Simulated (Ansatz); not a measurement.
# TaN: the cost of one run

Program: Ansatz 0.2.0. Level of theory: DFT PBE, scalar-relativistic, plane waves, PAW. These are calculated values, not measurements.

1 further run of the same task is left out (set aside as unsound or not needed).

### 1 The starting structure

Symmetry: Fm-3m, No. 225, cubic system. Conventional cell: a = 4.418 Å, b = 4.418 Å, c = 4.418 Å, α = 90.00°, β = 90.00°, γ = 90.00°. Around Ta (site symmetry m-3m) lie 6 N at 2.21 Å. Around N (site symmetry m-3m) lie 6 Ta at 2.21 Å.

As a file:

```cif
data_structure
_symmetry_space_group_name_H-M 'P 1'
_symmetry_Int_Tables_number 1
_cell_length_a 3.1243
_cell_length_b 3.1243
_cell_length_c 3.1243
_cell_angle_alpha 60.000
_cell_angle_beta 60.000
_cell_angle_gamma 60.000
_cell_volume 21.56
loop_
_atom_site_label
_atom_site_type_symbol
_atom_site_fract_x
_atom_site_fract_y
_atom_site_fract_z
_atom_site_occupancy
Ta1 Ta 0.50000 0.50000 0.50000 1
N1 N 0.00000 0.00000 0.00000 1
```

It is the result of an earlier relaxation at this level (volume 10.78 Å³/atom; gap on the mesh: none (metal)).

### 2 Phonons at Γ, at rest

input.yaml reads:

```yaml
crystal:
  lattice:
    - [0.0, 2.2092034514, 2.2092034514]
    - [2.2092034514, 0.0, 2.2092034514]
    - [2.2092034514, 2.2092034514, 0.0]
  atoms:
    - { symbol: Ta, position: [0.5, 0.5, 0.5] }
    - { symbol: "N", position: [0.0, 0.0, 0.0] }
basis:
  ecutwfc: 420
kpoints:
  mp_grid: { grid: [16, 16, 16] }
hamiltonian:
  xc: pbe
scf:
  occupations: { method: fermi_dirac, width: 0.15 }
output:
  eigenvalues: true
phonons:
  method: dfpt
  eigenvectors: true
```

The run is started by

```console
> ansatz run input.yaml --threads 1 --pin off --max-ram 3072MiB --backend cpu --events-out ev --progress --plain --runs-dir out
```

**Question.** How long does this run take on 1 thread of AMD EPYC 7R43 (Zen 3), shared host, and how much memory does it need?

About 30 s, with a peak of 0.67 GiB.
